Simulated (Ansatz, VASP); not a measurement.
## MgO2: VASP beside Ansatz

Contents of INCAR:

```
SYSTEM = MgO2
  PREC = Accurate
  ENCUT = 520
  EDIFF = 1E-6
  ISMEAR = 0
  SIGMA = 0.02
  LREAL = .False.
  LASPH = .True.
  NELM = 100
  ALGO = Normal
  ISIF = 2
  LWAVE = .False.
  LCHARG = .False.
  GGA = PS
  NBANDS = 14
```

The input KPOINTS:

```
Automatic mesh
0
Gamma
  12 12 12
  0 0 0
```

Contents of POSCAR:

```
MgO2
1.0
    1.6721288835      0.9654040610      3.4310173756
   -1.6721288835      0.9654040610      3.4310173756
    0.0000000000     -1.9308081220      3.4310173756
Mg O
1 2
Direct
    0.0000000000      0.0000000000      0.0000000000
    0.4357966026      0.4357966026      0.4357966026
    0.5642033974      0.5642033974      0.5642033974
```

Input for Ansatz:

```yaml
crystal:
  lattice:
    - [1.6721288835, 0.965404061, 3.4310173756]
    - [-1.6721288835, 0.965404061, 3.4310173756]
    - [0.0, -1.930808122, 3.4310173756]
  atoms:
    - { symbol: Mg, position: [0.0, 0.0, 0.0] }
    - { symbol: O, position: [0.4357966026, 0.4357966026, 0.4357966026] }
    - { symbol: O, position: [0.5642033974, 0.5642033974, 0.5642033974] }
basis:
  ecutwfc: 420
kpoints:
  mp_grid: { grid: [12, 12, 12] }
hamiltonian:
  xc: pbesol
scf:
  occupations: { method: gaussian, width: 0.02 }
output:
  forces: true
  stress: true
  eigenvalues: true
```

Alike in both runs: task single point; functional PBEsol; k mesh 12 × 12 × 12; occupations gaussian, width 0.02 eV; no spin polarisation.

```csv
,VASP,Ansatz
version,VASP 6.6.1,Ansatz 0.2.0
potentials or method,"VASP PAW PBE potentials, release 64 (Mg, O)","scalar-relativistic, plane waves, PAW"
plane-wave cutoff (eV),520,420
valence electrons in the cell,14,22
```

|  | VASP | Ansatz | Ansatz less VASP |
| --- | --- | --- | --- |
| gap on the k mesh at the Fermi level (eV) | 2.61 | 2.61 | +0.002 |
| least direct gap on the mesh (eV) | 2.78 | 2.78 | +0.005 |
| pressure (GPa) | 0.8 | 0.5 | -0.31 |
| largest component of the traceless stress (GPa) | 35.00 | 32.87 | -2.128 |
| rms of the force components (eV/Å) | 3.247 | 3.032 | -0.2145 |

Atom by atom the forces differ by 0.215 eV/Å (rms over components). The functional is the same, so the differences come from potentials, cutoffs and numerics. The two sets of potentials don't hold the same shells in valence.

Caveats: the PAW data sets were made with another functional, which shifts forces and pressure a little (VASP). A k mesh can miss the band edges.
